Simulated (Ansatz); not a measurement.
ZrO₂: hydrostatic pressure series

Theory: DFT PBEsol, scalar-relativistic, plane waves, PAW (Ansatz 0.2.0). (420 eV cutoff, 6×6×6 k-mesh, Gaussian smearing of 0.02 eV, no spin polarisation)

The relaxed crystal:

```
CELL_PARAMETERS angstrom
3.58453 0.00000 0.00000
0.00000 3.58453 0.00000
0.00000 0.00000 5.17729
ATOMIC_POSITIONS crystal
Zr 0.00000 0.00000 0.00000
Zr 0.50000 0.50000 0.50000
O 0.00000 0.50000 0.29854
O 0.00000 0.50000 0.79854
O 0.50000 0.00000 0.70146
O 0.50000 0.00000 0.20146
```

Cell and atoms are relaxed at each pressure within the symmetry of the start, at zero temperature, so transitions that lower the symmetry aren't seen. The k-mesh given is that at zero pressure and may differ at others. a, b and c are the lengths of the cell vectors above. Gaps are Kohn–Sham gaps over the whole zone.

| P (GPa) | V (Å³/atom) | V/V0 | a (Å) | b (Å) | c (Å) |
| --- | --- | --- | --- | --- | --- |
| -1 | 11.15 | 1.006 | 3.590 | 3.590 | 5.191 |
| 0 | 11.09 | 1.000 | 3.585 | 3.585 | 5.177 |
| 1 | 11.02 | 0.994 | 3.579 | 3.579 | 5.163 |
| 4 | 10.86 | 0.980 | 3.565 | 3.565 | 5.127 |
| 12 | 10.49 | 0.946 | 3.531 | 3.531 | 5.046 |
| 25 | 10.01 | 0.903 | 3.484 | 3.484 | 4.947 |
| 50 | 9.36 | 0.844 | 3.412 | 3.412 | 4.825 |
| 90 | 8.66 | 0.781 | 3.325 | 3.325 | 4.702 |

(1) Does the structure keep its space group?

(2) Which cell vector or vectors give way most up to 90 GPa?

(3) What does pressure do to the gap?

Answers

(1) No: P4_2/nmc (137) at -1 GPa, P4_2/nmc (137) at 0 GPa, P4_2/nmc (137) at 1 GPa, P4_2/nmc (137) at 4 GPa, P4_2/nmc (137) at 12 GPa, P4_2/nmc (137) at 25 GPa, Fm-3m (225) at 50 GPa, Fm-3m (225) at 90 GPa.

(2) c: the changes are a -7.2 %, b -7.2 %, c -9.2 %.

(3) The gaps are 3.99 eV at -1 GPa, 4.00 eV at 0 GPa, 4.00 eV at 1 GPa, 4.00 eV at 4 GPa, 3.95 eV at 12 GPa, 3.81 eV at 25 GPa, 3.69 eV at 50 GPa, 3.85 eV at 90 GPa.

This fluorite-type form isn't the usual stable structure of the compound.

Cost: 8 runs of about 2.7 core-minutes in all, on AMD EPYC 7B13 (Zen 3) (shared hosts).